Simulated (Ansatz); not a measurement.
# Si: energy over two strains, part 2 of 2

How does the energy of Si (I4/mmm, No. 139; 4 atoms in the cell) change over two coordinates at once? A grid of runs gives the map.

Ansatz 0.2.0; DFT PBE, scalar-relativistic, plane waves, PAW.

### 7 Grid point (−7.0 %, 11.25 %)

File input.yaml:

```yaml
crystal:
  lattice:
    - [-3.8390567414, 3.8390567414, 1.9304179815]
    - [3.8390567414, -3.8390567414, 1.9304179815]
    - [3.6048659162, 3.6048659162, -1.9304179815]
  atoms:
    - { symbol: Si, position: [0.1786105079, 0.1786105079, 0.3572210158] }
    - { symbol: Si, position: [0.8213894921, 0.8213894921, 0.6427789842] }
    - { symbol: Si, position: [0.1786105079, 0.8213894921, 0.0] }
    - { symbol: Si, position: [0.8213894921, 0.1786105079, 0.0] }
basis:
  ecutwfc: 420
kpoints:
  mp_grid: { grid: [10, 10, 10] }
hamiltonian:
  xc: pbe
  pseudopotentials: { kind: paw, azcp: { folder: soft_1 } }
scf:
  occupations: { method: gaussian, width: 0.05 }
output:
  forces: true
  stress: true
  eigenvalues: true
```

Run with:

```sh
$ ansatz run input.yaml --threads 1 --pin off --max-ram 2048MiB --backend cpu --events-out ev --progress --plain --runs-dir out
```

The log of the run, shortened:

```text
Warning: RAYON_NUM_THREADS=1 ignored (pool sized by the plan → 1); use --threads N
[...]
Pseudopotentials: kind: paw
Pseudopotential: Si, paw, valence charge 4, recommended cutoff 420 eV (normal), <dir>
Functional definition: PBE
[...]
Crystal: 4 atoms, lattice volume = 106.862 Å³
Basis set: ecut = 420 eV, 2109 PW (Γ), exchange–correlation on 80×80×80 points (8 copies of the dense FFT grid, shifted against one another)
Bands: 12, of which v1, the nominal top of the filled ones, is band 8 counted from 1 (7 counted from 0)
Symmetry: 8 space group operations
Space group: Fmmm (ITA 69), of the structure as read, at distance tolerance 4.7e-5 Å
k-points: 171 of 1000
[...]
SCF iter   1: F=—  HF=-2541.927638 eV  |F-HF|=—  |Δ(HF+E_count)|=         —  Δρ=3.34e-2  dr2=1.16e0  ethr=3.10e-3  ⟨swp⟩=7.2  Hψ=16069  notcnv=0
[...]
SCF iter   8: F=-2541.716599 eV  HF=-2541.716599 eV  |F-HF|=2.11e-9  |Δ(HF+E_count)|=   1.07e-6  Δρ=2.94e-6  dr2=1.81e-8  ethr=6.25e-10  ⟨swp⟩=7.3  Hψ=12326  notcnv=0
[...]
SCF converged after 8 iterations
Free energy (F): -2541.716599 eV
[...]
E sigma→0 (E₀):  -2541.716460 eV
Entropy (-TS):   -0.000277 eV (-0.069 meV/atom)
Fermi energy:    3.724562 eV
[...]
--- Forces (eV/Å), atoms counted from 1 ---
  atom   1  Si    -0.40509026    -0.40509026     0.00000000
  atom   2  Si     0.40509026     0.40509026    -0.00000000
  atom   3  Si     0.22506992    -0.22506992     0.00000000
  atom   4  Si    -0.22506992     0.22506992     0.00000000
[...]
--- Stress (GPa, compression-positive) ---
      -13.547710       2.586813      -0.000000
        2.586813     -13.547710       0.000000
       -0.000000       0.000000      -3.018653
  P = ⅓ Tr σ = -10.0380 GPa (-100.380 kbar)
--- Band table (eV; the first three rows and the last of 171) ---
  k-point 0: bands = ["-6.9281", "-4.2386", "-1.6218", "-1.1428", "0.7698", "2.7732", "3.0674", "3.5016", "4.4068", "4.4157", "6.1208", "6.3346"]
[...]
```

It took 13 s on 1 thread of AMD EPYC 7R43 (Zen 3), shared host; peak memory 0.51 GiB.

Energy on the map's scale: 282 meV/atom.

### 8 Point (−10.5 %, 15.00 %)

input.yaml: that of step 7 with these lines changed.

```diff
@@ -2,5 +2,5 @@
   lattice:
-    - [-3.8390567414, 3.8390567414, 1.9304179815]
-    - [3.8390567414, -3.8390567414, 1.9304179815]
-    - [3.6048659162, 3.6048659162, -1.9304179815]
+    - [-4.0230638183, 4.0230638183, 1.9304179815]
+    - [4.0230638183, -4.0230638183, 1.9304179815]
+    - [3.6717775805, 3.6717775805, -1.9304179815]
   atoms:
```

Run with:

```sh
$ ansatz run input.yaml --threads 1 --pin off --max-ram 2048MiB --backend cpu --events-out ev --progress --plain --runs-dir out
```

The log of the run, shortened:

```text
[...]
SCF converged after 9 iterations
Free energy (F): -2541.017474 eV
[...]
E sigma→0 (E₀):  -2541.017307 eV
Entropy (-TS):   -0.000335 eV (-0.084 meV/atom)
Fermi energy:    3.189114 eV
[...]
--- Forces (eV/Å), atoms counted from 1 ---
  atom   1  Si    -0.34479520    -0.34479520     0.00000000
  atom   2  Si     0.34479520     0.34479520    -0.00000000
  atom   3  Si     0.13914054    -0.13914054     0.00000000
  atom   4  Si    -0.13914054     0.13914054     0.00000000
[...]
--- Stress (GPa, compression-positive) ---
      -14.731861       3.429927      -0.000000
        3.429927     -14.731861       0.000000
       -0.000000       0.000000      -3.279339
  P = ⅓ Tr σ = -10.9144 GPa (-109.144 kbar)
--- Band table (eV; the first three rows and the last of 171) ---
  k-point 0: bands = ["-7.1237", "-4.7862", "-2.1164", "-1.4768", "0.4423", "2.3697", "2.7951", "3.0818", "3.6406", "3.6536", "5.8332", "5.8942"]
[...]
```

Wall time 14 s (1 thread of AMD EPYC 7R43 (Zen 3), shared host); peak memory 0.57 GiB.

On the map this point reads 457 meV/atom.

### 9 Point (−10.5 %, −7.50 %)

input.yaml: that of step 8 with these lines changed.

```diff
@@ -2,5 +2,5 @@
   lattice:
-    - [-4.0230638183, 4.0230638183, 1.9304179815]
-    - [4.0230638183, -4.0230638183, 1.9304179815]
-    - [3.6717775805, 3.6717775805, -1.9304179815]
+    - [-3.2703075945, 3.2703075945, 1.9304179815]
+    - [3.2703075945, -3.2703075945, 1.9304179815]
+    - [2.9190213567, 2.9190213567, -1.9304179815]
   atoms:
```

Run with:

```sh
$ ansatz run input.yaml --threads 1 --pin off --max-ram 2048MiB --backend cpu --events-out ev --progress --plain --runs-dir out
```

The log of the run, shortened:

```text
[...]
SCF converged after 8 iterations
Free energy (F): -2541.991412 eV
[...]
E sigma→0 (E₀):  -2541.991176 eV
Entropy (-TS):   -0.000472 eV (-0.118 meV/atom)
Fermi energy:    7.375736 eV
[...]
--- Forces (eV/Å), atoms counted from 1 ---
  atom   1  Si     0.81406962     0.81406962    -0.00000000
  atom   2  Si    -0.81406962    -0.81406962     0.00000000
  atom   3  Si    -1.71461592     1.71461592     0.00000000
  atom   4  Si     1.71461592    -1.71461592    -0.00000000
[...]
--- Stress (GPa, compression-positive) ---
       22.357833       0.885991       0.000000
        0.885991      22.357833       0.000000
        0.000000       0.000000       7.002120
  P = ⅓ Tr σ = 17.2393 GPa (172.393 kbar)
--- Band table (eV; the first three rows and the last of 171) ---
  k-point 0: bands = ["-5.8072", "-0.2587", "0.7741", "2.1448", "2.9716", "5.1029", "5.6438", "6.5645", "7.8706", "8.9198", "9.1417", "9.9493"]
[...]
```

Wall time 11 s (1 thread of AMD EPYC 7R43 (Zen 3), shared host); peak memory 0.47 GiB.

Energy on the map's scale: 213 meV/atom.

### 10 Grid point (−10.5 %, 3.75 %)

input.yaml: that of step 9 with these lines changed.

```diff
@@ -2,5 +2,5 @@
   lattice:
-    - [-3.2703075945, 3.2703075945, 1.9304179815]
-    - [3.2703075945, -3.2703075945, 1.9304179815]
-    - [2.9190213567, 2.9190213567, -1.9304179815]
+    - [-3.6466857064, 3.6466857064, 1.9304179815]
+    - [3.6466857064, -3.6466857064, 1.9304179815]
+    - [3.2953994686, 3.2953994686, -1.9304179815]
   atoms:
```

Run with:

```sh
$ ansatz run input.yaml --threads 1 --pin off --max-ram 2048MiB --backend cpu --events-out ev --progress --plain --runs-dir out
```

The log of the run, shortened:

```text
[...]
SCF converged after 8 iterations
Free energy (F): -2542.583376 eV
[...]
E sigma→0 (E₀):  -2542.583223 eV
Entropy (-TS):   -0.000307 eV (-0.077 meV/atom)
Fermi energy:    5.228284 eV
[...]
--- Forces (eV/Å), atoms counted from 1 ---
  atom   1  Si    -0.45717697    -0.45717697     0.00000000
  atom   2  Si     0.45717697     0.45717697    -0.00000000
  atom   3  Si     0.03702704    -0.03702704     0.00000000
  atom   4  Si    -0.03702704     0.03702704     0.00000000
[...]
--- Stress (GPa, compression-positive) ---
       -6.870333       4.117480       0.000000
        4.117480      -6.870333       0.000000
        0.000000       0.000000      -1.245478
  P = ⅓ Tr σ = -4.9954 GPa (-49.954 kbar)
--- Band table (eV; the first three rows and the last of 171) ---
  k-point 0: bands = ["-6.5198", "-2.9189", "-0.8514", "0.0730", "1.5567", "3.5034", "3.9746", "4.5782", "6.2420", "6.2709", "6.7612", "7.2047"]
[...]
```

It took 12 s on 1 thread of AMD EPYC 7R43 (Zen 3), shared host; peak memory 0.5 GiB.

On the map this point reads 65 meV/atom.

### 11 The run at (−10.5 %, 11.25 %)

input.yaml: that of step 10 with these lines changed.

```diff
@@ -2,5 +2,5 @@
   lattice:
-    - [-3.6466857064, 3.6466857064, 1.9304179815]
-    - [3.6466857064, -3.6466857064, 1.9304179815]
-    - [3.2953994686, 3.2953994686, -1.9304179815]
+    - [-3.8976044477, 3.8976044477, 1.9304179815]
+    - [3.8976044477, -3.8976044477, 1.9304179815]
+    - [3.5463182099, 3.5463182099, -1.9304179815]
   atoms:
```

Run with:

```sh
$ ansatz run input.yaml --threads 1 --pin off --max-ram 2048MiB --backend cpu --events-out ev --progress --plain --runs-dir out
```

The log of the run, shortened:

```text
Warning: RAYON_NUM_THREADS=1 ignored (pool sized by the plan → 1); use --threads N
[...]
[... 3 set-up lines as earlier in the session ...]
[...]
Crystal: 4 atoms, lattice volume = 106.730 Å³
Basis set: ecut = 420 eV, 2077 PW (Γ), exchange–correlation on 80×80×72 points (8 copies of the dense FFT grid, shifted against one another)
Bands: 12, of which v1, the nominal top of the filled ones, is band 8 counted from 1 (7 counted from 0)
[... 2 set-up lines as earlier in the session ...]
k-points: 171 of 1000
[...]
SCF iter   1: F=—  HF=-2541.871546 eV  |F-HF|=—  |Δ(HF+E_count)|=         —  Δρ=3.34e-2  dr2=1.16e0  ethr=3.10e-3  ⟨swp⟩=7.3  Hψ=16171  notcnv=0
[...]
SCF iter   7: F=-2541.660606 eV  HF=-2541.660606 eV  |F-HF|=2.77e-8  |Δ(HF+E_count)|=   1.47e-6  Δρ=6.97e-6  dr2=7.91e-8  ethr=6.25e-10  ⟨swp⟩=7.4  Hψ=12264  notcnv=0
[...]
SCF converged after 7 iterations
Free energy (F): -2541.660606 eV
[...]
E sigma→0 (E₀):  -2541.660345 eV
Entropy (-TS):   -0.000524 eV (-0.131 meV/atom)
Fermi energy:    3.760442 eV
[...]
--- Forces (eV/Å), atoms counted from 1 ---
  atom   1  Si    -0.44998085    -0.44998085     0.00000000
  atom   2  Si     0.44998085     0.44998085    -0.00000000
  atom   3  Si     0.17316435    -0.17316435     0.00000000
  atom   4  Si    -0.17316435     0.17316435     0.00000000
[...]
--- Stress (GPa, compression-positive) ---
      -13.533065       3.789580       0.000000
        3.789580     -13.533065       0.000000
        0.000000       0.000000      -2.879121
  P = ⅓ Tr σ = -9.9818 GPa (-99.818 kbar)
--- Band table (eV; the first three rows and the last of 171) ---
  k-point 0: bands = ["-6.9328", "-4.2313", "-1.7231", "-1.0039", "0.7820", "2.7039", "3.1502", "3.5327", "4.4277", "4.4358", "6.1263", "6.2843"]
[...]
```

Run time: 12 s. Hardware: 1 thread of AMD EPYC 7R43 (Zen 3), shared host; peak memory 0.54 GiB.

Energy on the map's scale: 296 meV/atom.

### 12 The map

45 points were computed, 36 more follow by symmetry. Energies in meV/atom, from the relaxed crystal:

```tsv
equal normal strain along x and y (%) ↓, engineering shear strain xy (%) →	−14.0	−10.5	−7.0	−3.5	0.0	3.5	7.0	10.5	14.0
15.00	474	457	444	436	434	436	444	457	474
11.25	315	296	282	273	270	273	282	296	315
7.50	181	161	146	136	133	136	146	161	181
3.75	86	65	50	40	37	40	50	65	86
0.00	48	27	12	3	0	3	12	27	48
−3.75	85	68	56	48	46	48	56	68	85
−7.50	225	213	206	203	202	203	206	213	225
−11.25	501	499	500	503	504	503	500	499	501
−15.00	956	968	980	990	993	990	980	968	956
```

On the same grid, largest force on an atom (eV/Å):

```csv
"equal normal strain along x and y (%) ↓, engineering shear strain xy (%) →",−14.0,−10.5,−7.0,−3.5,0.0,3.5,7.0,10.5,14.0
15.00,0.5,0.5,0.4,0.4,0.4,0.4,0.4,0.5,0.5
11.25,0.7,0.6,0.6,0.5,0.5,0.5,0.6,0.6,0.7
7.50,0.8,0.7,0.6,0.6,0.5,0.6,0.6,0.7,0.8
3.75,0.7,0.6,0.5,0.5,0.4,0.5,0.5,0.6,0.7
0.00,0.5,0.4,0.2,0.1,0.0,0.1,0.2,0.4,0.5
−3.75,1.3,1.2,1.0,0.9,0.7,0.9,1.0,1.2,1.3
−7.50,2.6,2.4,2.3,2.1,1.8,2.1,2.3,2.4,2.6
−11.25,4.5,4.4,4.1,3.9,3.6,3.9,4.1,4.4,4.5
−15.00,7.2,7.1,6.8,6.5,6.1,6.5,6.8,7.1,7.2
```

### 13 Results

The summary covers parts 1 to 2.

| quantity | value |
| --- | --- |
| lowest point | (0.0 %, 0.00 %), 0 meV/atom |
| highest computed point | (0.0 %, −15.00 %), 993 meV/atom above the lowest |
| largest force on an atom (eV/Å) | 0.0 at (0.0 %, 0.00 %) to 7.2 at (−14.0 %, −15.00 %); 0.0 at the lowest point |
| time for all points | 7.4 min on 1 thread, shared host |

The lowest computed point is at (0.0 %, 0.00 %), which is the relaxed crystal itself. The grid shows no other well, apart from its symmetry copies. The highest computed point, (0.0 %, −15.00 %), lies 993 meV/atom above the lowest. Round the minimum the two coordinates are nearly uncoupled. The curvatures of the interpolated surface at the minimum, over the volume, give stiffnesses of about 37 and 430 GPa for the two patterns (per unit amplitude as drawn, so not the usual moduli), with the ions clamped; on a grid this wide they are rough. The gap closes in part of the range. A rigid map gives upper bounds: relaxing the other coordinates can only lower a point.

The gaps are Kohn-Sham values of a semilocal functional, not quasiparticle or optical gaps. Such gaps usually fall short of the measured ones.
